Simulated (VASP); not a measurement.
# TiSi2 (Fddd) in VASP: further runs

One crystal, TiSi2, is run at these levels: PBEsol+D3(BJ), LDA, PBE, PBEsol; tasks: relaxation of cell and atoms.

Everything below comes from runs of VASP 6.6.1. Logs are shortened: lines on timing, memory, paths and dates and some standing lists are left out, and cuts for length are marked.

**1. The crystal as given**

Symmetry: Fddd, No. 70, orthorhombic system. Conventional cell: a = 4.779 Å, b = 8.235 Å, c = 8.526 Å, α = 90.00°, β = 90.00°, γ = 90.00°. Around Ti (site symmetry 222) lie 10 Si at 2.55 to 2.78 Å. Around Si (site symmetry 2) lie 5 Si at 2.52 to 2.79 Å and 5 Ti at 2.55 to 2.78 Å.

The cell is a database's computed one.

**2. Relaxation of cell and atoms, PBEsol+D3(BJ)**

File INCAR:

```
SYSTEM = TiSi2
PREC     = Accurate       ! precision mode
ENCUT    = 600            ! plane-wave cutoff, eV
EDIFF    = 1E-6           ! SCF threshold, eV
ISMEAR   = -1             ! smearing method
SIGMA    = 0.05           ! smearing width, eV
LREAL    = .False.        ! projectors in reciprocal space
LASPH    = .True.         ! aspherical terms in the spheres
NELM     = 60             ! most SCF steps
ALGO     = Normal         ! electronic algorithm
ISIF     = 3              ! what is computed and relaxed
LWAVE    = .False.        ! write WAVECAR
LCHARG   = .False.        ! write CHGCAR
GGA      = PS             ! functional
IVDW     = 12             ! dispersion correction
IBRION   = 2              ! ionic algorithm
NSW      = 60             ! ionic steps
EDIFFG   = -0.02          ! ionic threshold
```

File KPOINTS:

```
regular mesh
0
Gamma
  7 7 7
  0 0 0
```

File POSCAR:

```
TiSi2
1.0
    0.0000000000      4.1175163063      4.2628978354
    2.3895119538      0.0000000000      4.2628978354
    2.3895119538      4.1175163063      0.0000000000
Ti Si
2 4
Direct
    0.7500000000      0.7500000000      0.7500000000
    0.5000000000      0.5000000000      0.5000000000
    0.4125656100      0.0874343900      0.4125656100
    0.0874343900      0.4125656100      0.0874343900
    0.1625656100      0.8374343900      0.1625656100
    0.8374343900      0.1625656100      0.8374343900
```

Potentials or basis: VASP PAW PBE potentials, release 64 (Ti_sv, Si).

Launch:

```bash
> cat potpaw_PBE.64/Ti_sv/POTCAR potpaw_PBE.64/Si/POTCAR > POTCAR
> mpirun -np 1 vasp_std > vasp.out
```

OUTCAR:

```text
SYSTEM = TiSi2
   PREC = Accurate
   ENCUT = 600
   EDIFF = 1E-6
   ISMEAR = -1
   LREAL = .False.
   LASPH = .True.
   NELM = 60
   ISIF = 3
   GGA = PS
   IVDW = 12
   IBRION = 2
   NSW = 60
   EDIFFG = -0.02
 IVDW          = 12

 ion  position               nearest neighbor table
   1  0.750  0.750  0.750-   6 2.55   5 2.55   6 2.55   5 2.55   3 2.74   3 2.74   4 2.74   4 2.74
                             3 2.78   4 2.78
   2  0.500  0.500  0.500-   4 2.55   3 2.55   4 2.55   3 2.55   5 2.74   5 2.74   6 2.74   6 2.74
                             5 2.78   6 2.78
   3  0.413  0.087  0.413-   6 2.52   6 2.52   2 2.55   2 2.55   4 2.68   1 2.74   1 2.74   1 2.78
                             4 2.79   4 2.79
   4  0.087  0.413  0.087-   5 2.52   5 2.52   2 2.55   2 2.55   3 2.68   1 2.74   1 2.74   1 2.78
                             3 2.79   3 2.79
   5  0.163  0.837  0.163-   4 2.52   4 2.52   1 2.55   1 2.55   6 2.68   2 2.74   2 2.74   2 2.78
                             6 2.79   6 2.79
   6  0.837  0.163  0.837-   3 2.52   3 2.52   1 2.55   1 2.55   5 2.68   2 2.74   2 2.74   2 2.78
                             5 2.79   5 2.79

  LATTYP: Found a face centered orthorhombic cell.
 ALAT       =     4.7790239076
 B/A-ratio  =     1.7231620456
 C/A-ratio  =     1.7840035613

  Lattice vectors:

 A1 = (   0.0000000000,   4.1175163063,   4.2628978354)
 A2 = (   2.3895119538,   0.0000000000,   4.2628978354)
 A3 = (   2.3895119538,   4.1175163063,   0.0000000000)

Analysis of symmetry for initial positions (statically):
=====================================================================
 Subroutine PRICEL returns:
 Original cell was already a primitive cell.

 Routine SETGRP: Setting up the symmetry group for a
 face centered orthorhombic supercell.

 Subroutine GETGRP returns: Found  8 space group operations
 (whereof  4 operations were pure point group operations)
 out of a pool of  8 trial point group operations.

The static configuration has the point symmetry D_2 .
 The point group associated with its full space group is D_2h.

Analysis of symmetry for dynamics (positions and initial velocities):
=====================================================================
 Subroutine PRICEL returns:
 Original cell was already a primitive cell.

 Routine SETGRP: Setting up the symmetry group for a
 face centered orthorhombic supercell.

 Subroutine GETGRP returns: Found  8 space group operations
 (whereof  4 operations were pure point group operations)
 out of a pool of  8 trial point group operations.

The dynamic configuration has the point symmetry D_2 .
 The point group associated with its full space group is D_2h.

 Subroutine INISYM returns: Found  8 space group operations
 (whereof  4 operations are pure point group operations),
 and found     1 'primitive' translations

----------------------------------------------------------------------------------------

                                     Primitive cell

  volume of cell :      83.8841

  direct lattice vectors                    reciprocal lattice vectors
     0.000000000  4.117516306  4.262897835    -0.209247750  0.121432427  0.117291106
     2.389511954  0.000000000  4.262897835     0.209247750 -0.121432427  0.117291106
     2.389511954  4.117516306  0.000000000     0.209247750  0.121432427 -0.117291106

  length of vectors
     5.926739280  4.886928006  4.760641544     0.268863643  0.268863643  0.268863643

  position of ions in fractional coordinates (direct lattice)
     0.750000000  0.750000000  0.750000000
     0.500000000  0.500000000  0.500000000
     0.412565610  0.087434390  0.412565610
     0.087434390  0.412565610  0.087434390
     0.162565610  0.837434390  0.162565610
     0.837434390  0.162565610  0.837434390

  ion indices of the primitive-cell ions
   primitive index   ion index
                 1           1
                 2           2
                 3           3
                 4           4
                 5           5
                 6           6

[... 49 lines left out ...]
  Fermi-wavevector in a.u.,A,eV,Ry     =   1.278994  2.416947 22.256742  1.635824
  Thomas-Fermi vector in A             =   2.411504
   LORBIT       =      0    0 simple, 1 ext, 2 COOP (PROOUT), +10 PAW based schemes
   GGA     = PS    functional components
   LHFCALC =     F    Hartree Fock is set to
   AEXX    =    0.0000 exact exchange contribution
   IVDW    =    12    specifies the selected vdW correction
   LEPSILON=     F    determine dielectric tensor
   LRPA    =     F    only Hartree local field effects (RPA)
 conjugate gradient relaxation of ions
 non-spin polarized calculation
  energy-cutoff  :      600.00
  volume of cell :       83.88
 maximum number of plane-waves:      2831
   NGX = 23   NGY = 19   NGZ = 19

--------------------------------------- Ionic step        1  -------------------------------------------

 number of electron      39.9999999 magnetization

 Free energy of the ion-electron system (eV)
  ---------------------------------------------------
  ext. energy  EPLUGINS =         0.00000000
  ---------------------------------------------------
  free energy    TOTEN  =       -43.66933638 eV

  energy without entropy =      -43.64914335  energy(sigma->0) =      -43.65923987

------------------------ aborting loop because EDIFF is reached ----------------------------------------

 Edisp (eV)   -2.96469

 E8    (eV) :    -1.9602

  FORCE on cell =-STRESS in cart. coord.  units (eV):
  Direction    XX          YY          ZZ          XY          YZ          ZX
  --------------------------------------------------------------------------------------
  -------------------------------------------------------------------------------------
  Total      -3.82409    -4.60416    -3.45553     0.00000     0.00000     0.00000
  in kB     -73.03967   -87.93892   -66.00028     0.00000     0.00000     0.00000
  external pressure =      -75.66 kB  Pullay stress =        0.00 kB
[... 109 lines left out ...]
  FREE ENERGIE OF THE ION-ELECTRON SYSTEM (eV)
  ---------------------------------------------------
  free  energy   TOTEN  =       -46.7411801422 eV

  energy  without entropy=      -46.7222756891  energy(sigma->0) =      -46.73172792

[... ionic steps 4 to 7 ...]

--------------------------------------- Ionic step        8  -------------------------------------------

 number of electron      40.0000001 magnetization

------------------------ aborting loop because EDIFF is reached ----------------------------------------

 Edisp (eV)   -3.12185

 E8    (eV) :    -2.0643
[... 77 lines left out ...]
  energy  without entropy=      -46.7260287788  energy(sigma->0) =      -46.73561462

--------------------------------------- Ionic step       10  -------------------------------------------

 number of electron      40.0000001 magnetization

 Free energy of the ion-electron system (eV)
  ---------------------------------------------------
  ext. energy  EPLUGINS =         0.00000000
  ---------------------------------------------------
  free energy    TOTEN  =       -43.61961258 eV

  energy without entropy =      -43.60053856  energy(sigma->0) =      -43.61007557

 E-fermi :  10.7434     XC(G=0): -12.0579

 val. band max:       10.7035713174   @ k =   0.0000   0.4286   0.4286
 cond. band min:      10.7452563989   @ k =  -0.1429   0.1429   0.1429
 fundamental gap:      0.0416850815
 Fermi energy:        10.7434189528

 k-point     1 :       0.0000    0.0000    0.0000
  band No.  band energies     occupation
      1     -45.0943      2.00000
      2     -45.0570      2.00000
      3     -21.6266      2.00000
      4     -21.5972      2.00000
      5     -21.5078      2.00000
      6     -21.4901      2.00000
[... 637 lines left out ...]
     23      13.9764      0.00000
     24      14.0994      0.00000

 [... further k-points ...]

------------------------ aborting loop because EDIFF is reached ----------------------------------------

 Edisp (eV)   -3.12579

 E8    (eV) :    -2.0669

  FORCE on cell =-STRESS in cart. coord.  units (eV):
  Direction    XX          YY          ZZ          XY          YZ          ZX
  --------------------------------------------------------------------------------------
  -------------------------------------------------------------------------------------
  Total       0.01768    -0.08926    -0.02917     0.00000     0.00000     0.00000
  in kB       0.35579    -1.79599    -0.58697     0.00000     0.00000     0.00000
  external pressure =       -0.68 kB  Pullay stress =        0.00 kB
[... 21 lines left out ...]
  FREE ENERGIE OF THE ION-ELECTRON SYSTEM (eV)
  ---------------------------------------------------
  free  energy   TOTEN  =       -46.7454015214 eV

  energy  without entropy=      -46.7263275093  energy(sigma->0) =      -46.73586452

 reached required accuracy - stopping structural energy minimisation
```

Wall time 8.4 min (1 thread of Intel Xeon 6975P-C (Granite Rapids), shared host); peak memory 0.38 GiB.

Results:

* Free energy: -46.7454 eV
* Relaxed volume: 13.27 Å³/atom
* Relaxed cell: a = 5.826 Å, b = 4.826 Å, c = 4.657 Å, α = 75.80°, β = 53.41°, γ = 50.79°
* Space group after relaxing (to 0.05 Å): Fddd (No. 70)
* Energy gained by relaxing: 18.6 meV/atom
* Ionic steps: 10
* Pressure after relaxing: -0.1 GPa
* Largest force after relaxing: 0.007 eV/Å
* Band gap on the k mesh: none (metal or under the smearing width)
* Dispersion energy per atom: -0.521 eV

Forces on the atoms (eV/Å):
```
Ti   0.000  0.000  0.000
Ti   0.000  0.000  0.000
Si   0.000  0.007  0.000
Si   0.000 -0.007  0.000
Si   0.000  0.007  0.000
Si   0.000 -0.007  0.000
```

The path:
```
step  energy change (eV)  largest force (eV/Å)  pressure (GPa)  volume (Å³)
   1              0.0000                0.0509           -7.57        83.88
   2             -0.0210                0.0944            8.41        76.12
   3             -0.1072                0.0733            0.11        79.65
   4             -0.1071                0.0737            0.29        79.57
   5             -0.1102                0.0336            0.13        79.50
   6             -0.1109                0.0460            0.18        79.52
   7             -0.1112                0.0282           -0.12        79.66
   8             -0.1112                0.0203           -0.26        79.73
   9             -0.1112                0.0240           -0.23        79.70
  10             -0.1114                0.0074           -0.07        79.63
```

Final structure:
```cif
data_structure
_symmetry_space_group_name_H-M 'P 1'
_symmetry_Int_Tables_number 1
_cell_length_a 5.8264
_cell_length_b 4.8260
_cell_length_c 4.6569
_cell_angle_alpha 75.795
_cell_angle_beta 53.414
_cell_angle_gamma 50.790
_cell_volume 79.63
loop_
_atom_site_label
_atom_site_type_symbol
_atom_site_fract_x
_atom_site_fract_y
_atom_site_fract_z
_atom_site_occupancy
Ti1 Ti 0.75000 0.75000 0.75000 1
Ti2 Ti 0.50000 0.50000 0.50000 1
Si1 Si 0.41359 0.08641 0.41359 1
Si2 Si 0.08641 0.41359 0.08641 1
Si3 Si 0.16359 0.83641 0.16359 1
Si4 Si 0.83641 0.16359 0.83641 1
```

Caveat: the PAW data sets were made with another functional, which shifts forces and pressure a little; pairwise dispersion overbinds metals, which lowers pressure and volume.

[end of part 1 of 2]
